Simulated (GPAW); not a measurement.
The system is TiAl3.

```
Ti Al
1.0
     2.83968    0.00000    0.00000
     0.00000    4.68126    0.00000
     0.00000    0.00000    4.90074
Ti Al
1 3
Direct
  0.00000 0.50000 0.16592
  0.00000 0.00000 0.83590
  0.50000 0.00000 0.33091
  0.50000 0.50000 0.66727
```

The cell comes from a database or a generator and needn't be the stable form of this composition.

```yaml
Program: GPAW 26.7.0
Task: relaxation of cell and atoms
Functional: PBEsol
Potentials_or_basis: PAW data sets generated in the run's folder for this functional
Cutoff: 600 eV
Basis: pw
k_mesh: 7 × 4 × 4
Occupations: fermi-dirac, width 0.05 eV
Spin: no spin polarisation
```

At the start: pressure -2.4 GPa; volume 16.29 Å³/atom.

Q: Where does the relaxation end?

A: Over 9 steps the energy falls by 4.7 meV/atom and the volume is 15.87 Å³/atom (-2.6 %); space group Pmm2 (No. 25, to 0.05 Å).

Step by step:
```csv
step,energy change (eV),largest force (eV/Å),pressure (GPa),volume (Å³)
1,0.0000,0.0694,-2.44,65.15
2,-0.0032,0.0579,-2.18,64.97
3,-0.0162,0.0604,0.39,63.35
4,-0.0166,0.0484,0.26,63.43
5,-0.0180,0.0232,-0.03,63.58
6,-0.0185,0.0417,-0.02,63.57
7,-0.0185,0.0430,0.08,63.50
8,-0.0186,0.0351,0.13,63.48
9,-0.0187,0.0191,0.13,63.48
```

Final structure:
```xyz
4
Lattice="2.8479 0.0000 0.0000 0.0000 4.5828 0.0000 0.0000 0.0000 4.8637" Properties=species:S:1:pos:R:3 pbc="T T T"
Ti    0.0000    2.2914    0.8057
Al    0.0000    0.0000    4.0666
Al    1.4240    0.0000    1.6028
Al    1.4240    2.2914    3.2523
```

Caveat: later steps reuse the first step's grids.
